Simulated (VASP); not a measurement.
BeO (wurtzite): computed properties

Calculation: PBE GGA, VASP's PBE PAW potentials (set 64) (plane waves; VASP 6.6.1).

- space group = P6_3mc (186)
- cell = a = b = 2.714 Å, c = 4.405 Å, α = β = 90.00°, γ = 120.00°
- volume per atom = 7.02 Å^3/atom
- band gap (over mesh and band path) = 7.43 eV
- smallest direct gap (over mesh and band path) = 7.43 eV
- Hill bulk modulus = 208 GPa
- Hill shear modulus = 154 GPa
- Poisson's ratio = 0.203
- band-edge character = direct, Γ to Γ
- density = 2.96 g/cm³
- mean ε∞ (DFPT) = 3.10
- mean ε∞ (independent particles) = 3.13
- mean static ε = 7.34
- optical Γ-point spectrum = 327 (×2), 662, 665 (×2), 695, 704 (×2), 860 cm⁻¹
- C11 = 427 GPa
- C12 = 116 GPa
- C13 = 82.1 GPa
- C33 = 462 GPa
- C44 = 138 GPa
- C66 = 156 GPa

BeO has the hexagonal space group P6₃mc (No. 186), the wurtzite structure, Pearson symbol hP4. Lattice parameters: a = b = 2.714 Å, c = 4.405 Å, α = β = 90.00°, γ = 120.00°. Be on 2b sees 4 O at 1.657–1.665 Å (tetrahedral). O on 2b is coordinated by 4 Be at 1.657–1.665 Å (tetrahedral). (Neighbours: up to the widest gap in distance over summed covalent radii, below 1.35, at either atom; cation-cation and far metal-metal contacts left out.)

Measured: a 2.698 Å (computed value off by +0.6 %), c 4.377 Å (computed value off by +0.6 %), as given by Wikipedia, Beryllium oxide; bulk modulus 224 GPa (computed value off by -7.1 %), as given by Cormac Toher et al., Physical Review Materials (2017), arXiv:1611.05714. The calculation is for a static lattice, while the measured a, c, bulk modulus hold thermal and zero-point effects, which are part of the difference.

The compound is BeO in the wurtzite structure. It was relaxed first. Symmetry was kept, so distortions that lower it aren't found.
